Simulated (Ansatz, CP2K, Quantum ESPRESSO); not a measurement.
One calculation of WS2, 4 ways

```
W S
1.0
     3.18000    0.00000    0.00000
    -1.59000    2.75396    0.00000
     0.00000    0.00000   12.50000
W S
2 4
Direct
  0.66667 0.33333 0.75000
  0.33333 0.66667 0.25000
  0.66667 0.33333 0.37500
  0.33333 0.66667 0.87500
  0.66667 0.33333 0.12500
  0.33333 0.66667 0.62500
```

Alike in all runs: task band structure; functional LDA; k mesh 10 × 10 × 3; occupations fermi-dirac, width 0.05 eV; no spin polarisation; no spin-orbit coupling. LDA stands for any of its common fits. Pressure is positive in compression and, in plane waves, holds the error of the finite cutoff, which Ansatz's Pulay term estimates and takes out. Gaps are the smaller of the mesh's and the band path's.

| program and potentials | plane-wave cutoff (eV) | notes | band gap (eV) | pressure (GPa) | largest force (eV/Å) |
| --- | --- | --- | --- | --- | --- |
| Ansatz, Ansatz PAW | 420 | potentials made for PBE, which Ansatz adapts in part; Pulay term of +0.02 GPa included | 0.97 | -5.63 | 0.358 |
| Ansatz, all-electron LAPW, scalar-relativistic | - | - | 0.97 | -5.58 | 0.356 |
| Quantum ESPRESSO, GBRV 1.5 LDA | 612 | - | 0.97 | -5.92 | 0.310 |
| CP2K, GTH_POTENTIALS W GTH-PADE-q14, S GTH-PADE-q6; TZVP-MOLOPT-PBE-GTH basis | - | atomic basis | 0.83 | -15.19 | 0.625 |

Force on atom 3 (S), eV/Å:

```csv
program and potentials,x,y,z
"Ansatz, Ansatz PAW",0.000,0.000,-0.358
"Ansatz, all-electron LAPW, scalar-relativistic",0.000,0.000,-0.356
"Quantum ESPRESSO, GBRV 1.5 LDA",0.000,0.000,-0.310
"CP2K, GTH_POTENTIALS W GTH-PADE-q14, S GTH-PADE-q6; TZVP-MOLOPT-PBE-GTH basis",0.000,0.000,0.625
```

The band gap spans 0.83 (CP2K, GTH_POTENTIALS W GTH-PADE-q14, S GTH-PADE-q6; TZVP-MOLOPT-PBE-GTH basis) to 0.97 eV (Quantum ESPRESSO, GBRV 1.5 LDA), with all-electron results at 0.97. The pressure spans -15.19 (CP2K, GTH_POTENTIALS W GTH-PADE-q14, S GTH-PADE-q6; TZVP-MOLOPT-PBE-GTH basis) to -5.58 GPa (Ansatz, all-electron LAPW, scalar-relativistic), with all-electron results at -5.58. The paths' points differ, which is worth about 0.01 eV. Rows in atomic bases carry the error of their basis and grid, which can be large.

Differences between rows come from potentials, basis sets and numerical settings, since the functional is the same but for its coding. Runs on potential files found faulty are left out.
